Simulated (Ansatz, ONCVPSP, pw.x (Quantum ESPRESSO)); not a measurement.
From atom to crystal: ONCV potential for V (Z = 23)

vanadium (V), optimised norm-conserving Vanderbilt (ONCV), made with ONCVPSP 4.0.1.1 (patched build) (PBE, scalar-relativistic). Core [Ne] 3s2, reference 3p6 3d3 4s2. Waves: 4s: rc 2.30 bohr, ncon 4, nbas 9, qcut 2.9 1/bohr, 2 projectors, debl 1.35 Ha; 3p: rc 1.65 bohr, ncon 4, nbas 8, qcut 8.6 1/bohr, 1 projector; 3d: rc 2.30 bohr, ncon 3, nbas 8, qcut 6.1 1/bohr, 2 projectors, debl 1.6 Ha. Local part: polynomial inside 1.50 bohr (lpopt 2, dvloc0 0 Ha). Core correction: none.

Crystal test: fcc V in pw.x 7.5, no spin, 15³ k-points, Fermi–Dirac smearing 0.01 Ry, cutoffs 65/260 Ry. The lattice is a test structure that the element need not adopt, and mesh and smearing are coarse.

pw.x input:

```
&control
  calculation='scf', prefix='x', pseudo_dir='./', outdir='./tmp', tstress=.true., disk_io='none'
/
&system
  ibrav=0, nat=1, ntyp=1, ecutwfc=65, ecutrho=260, nbnd=13,
  occupations='smearing', smearing='fd', degauss=0.01
/
&electrons
  conv_thr=1e-09, mixing_beta=0.4, electron_maxstep=70
/
ATOMIC_SPECIES
V 1.0 V.UPF
CELL_PARAMETERS angstrom
  0.00000000 1.91151821 1.91151821
  1.91151821 0.00000000 1.91151821
  1.91151821 1.91151821 0.00000000
ATOMIC_POSITIONS crystal
V 0.0000 0.0000 0.0000
K_POINTS automatic
15 15 15 0 0 0
```

```bash
pw.x < V.scf.in > V.scf.out
```

Task: How does the run end?

Result: It converges; the pressure is 1.56 GPa against -0.35 GPa from all-electron LAPW. The generator flags a localised state at positive energy (s at 44 eV). The log shows:

```
     charge density cutoff     =     260.0000  Ry
     scf convergence threshold =      1.0E-09
     Exchange-correlation= PBE
     number of k points=   120  Fermi-Dirac smearing, width (Ry)=  0.0100
     iteration #  1     ecut=    65.00 Ry     beta= 0.40
     total energy              =     -93.23697231 Ry
     estimated scf accuracy    <       0.04507268 Ry
     iteration #  2     ecut=    65.00 Ry     beta= 0.40
     total energy              =     -93.24169856 Ry
     estimated scf accuracy    <       0.00245364 Ry
     iteration #  3     ecut=    65.00 Ry     beta= 0.40
     total energy              =     -93.24197795 Ry
     estimated scf accuracy    <       0.00032685 Ry
     iteration #  4     ecut=    65.00 Ry     beta= 0.40
     total energy              =     -93.24198887 Ry
     estimated scf accuracy    <       0.00000433 Ry
     iteration #  5     ecut=    65.00 Ry     beta= 0.40
     total energy              =     -93.24198925 Ry
     estimated scf accuracy    <       0.00000083 Ry
     iteration #  6     ecut=    65.00 Ry     beta= 0.40
     total energy              =     -93.24198933 Ry
     estimated scf accuracy    <       0.00000002 Ry
     iteration #  7     ecut=    65.00 Ry     beta= 0.40
     total energy              =     -93.24198933 Ry
     estimated scf accuracy    <          3.3E-09 Ry
     iteration #  8     ecut=    65.00 Ry     beta= 0.40
     the Fermi energy is    15.5880 ev
!    total energy              =     -93.24198933 Ry
     estimated scf accuracy    <          1.0E-10 Ry
     smearing contrib. (-TS)   =      -0.00795571 Ry
     The total energy is F=E-TS. E is the sum of the following terms:
     one-electron contribution =     -19.35128759 Ry
     hartree contribution      =      15.54629117 Ry
     xc contribution           =     -12.63909453 Ry
     ewald contribution        =     -76.78994267 Ry
     convergence has been achieved in   8 iterations
          total   stress  (Ry/bohr**3)                   (kbar)     P=       15.55
     Message from routine punch:
     Nothing written, as per user request (disk_io='none')
```
